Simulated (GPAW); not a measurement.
# InPd: single point with vdW-DF-cx

The system is InPd.

```
In Pd
1.0
     0.00000    2.74607    2.74607
     2.74607    0.00000    2.74607
     2.74607    2.74607    0.00000
In Pd
1 1
Direct
  0.00000 0.00000 0.00000
  0.50000 0.50000 0.50000
```

The cell was built by a generator and needn't be a form met in nature.

```json
{
  "Program": "GPAW 26.7.0",
  "Task": "single point",
  "Functional": "vdW-DF-cx",
  "Potentials or basis": "GPAW PAW data sets (gpaw-data 1.2.1)",
  "Cutoff": "600 eV",
  "Basis": "pw",
  "k mesh": "8 × 8 × 8",
  "Occupations": "fermi-dirac, width 0.05 eV",
  "Spin": "no spin polarisation"
}
```

- Band gap on the k mesh: none (metal or under the smearing width)

Levels at points of the mesh, in eV from the Fermi level:
| k point | band 10 | band 11 | band 12 | band 13 | band 14 | band 15 | band 16 | band 17 | band 18 | band 19 |
| --- | --- | --- | --- | --- | --- | --- | --- | --- | --- | --- |
| (0.00, 0.00, 0.00) | -2.85 | -2.85 | -2.85 | -2.59 | -2.59 | 5.37 | 5.37 | 5.37 | 8.80 | 11.01 |
| (0.50, 0.50, 0.00) | -3.31 | -2.55 | -2.39 | -2.27 | -2.27 | -0.04 | 1.44 | 1.44 | 4.64 | 7.71 |
| (0.50, 0.50, 0.50) | -4.87 | -3.59 | -3.59 | -2.47 | -2.47 | -1.40 | 7.22 | 7.22 | 7.33 | 7.79 |

Run time: 23 s on 1 thread of Arm Neoverse V2, with other jobs on the host, peak memory 0.19 GiB.
